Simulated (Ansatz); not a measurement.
**PbSe (Clausthalite) under changes of volume**

One of the cells (29.244 Å³/atom); the others are scaled copies at fixed shape and fractional positions:

```
CELL_PARAMETERS angstrom
0.00000 3.08092 3.08092
3.08092 0.00000 3.08092
3.08092 3.08092 0.00000
ATOMIC_POSITIONS crystal
Pb 0.00000 0.00000 0.00000
Se 0.50000 0.50000 0.50000
```

* Program: Ansatz 0.2.0
* Functional: PBE0
* Potentials or basis: Ansatz PAW
* Cutoff: 420 eV (not typed: the program's choice for these potentials)
* k mesh: 4 × 4 × 4
* Occupations: fermi-dirac, width 0.05 eV
* Spin: no spin polarisation

| volume (Å³/atom) | energy over the lowest point (meV/atom) | pressure (GPa) | gap on the mesh (eV) |
| --- | --- | --- | --- |
| 28.097 | ? | ? | ? |
| 28.671 | 2.99 | 1.4 | 1.29 |
| 29.244 | 0.00 | 0.3 | 1.36 |
| 29.818 | 0.69 | -0.7 | 1.43 |
| 30.391 | 4.72 | -1.6 | 1.50 |

What does the run at 28.097 Å³/atom give?

Energy over the lowest point 10.08 meV/atom; pressure 2.6 GPa; gap on the mesh 1.20 eV.

Worked out: A Birch-Murnaghan fit of order 2 (a polynomial in V^(-2/3)) to the other rows has its minimum at 29.42 Å³/atom with B0 = V·E''(V) = 51 GPa. It gives 10.05 meV/atom at 28.097 Å³/atom, against the run's 10.08, and -dE/dV = 2.6 GPa, against 2.6. A straight line through the other rows of the gap, of slope 3.6 eV per unit of ln V (its deformation potential), extrapolates to 1.22 eV, against the run's 1.20.

Energies are extrapolated to zero smearing.

Caveats: all runs use coarse meshes; spin-orbit coupling is left out, which as a rule narrows the gap of such compounds by several tenths of an eV; the PAW data sets come from PBE, with cores solved anew for the run's functional, which leaves a small shift of forces and pressure; the thresholds are loose for stress.

A mesh can miss the band edges.
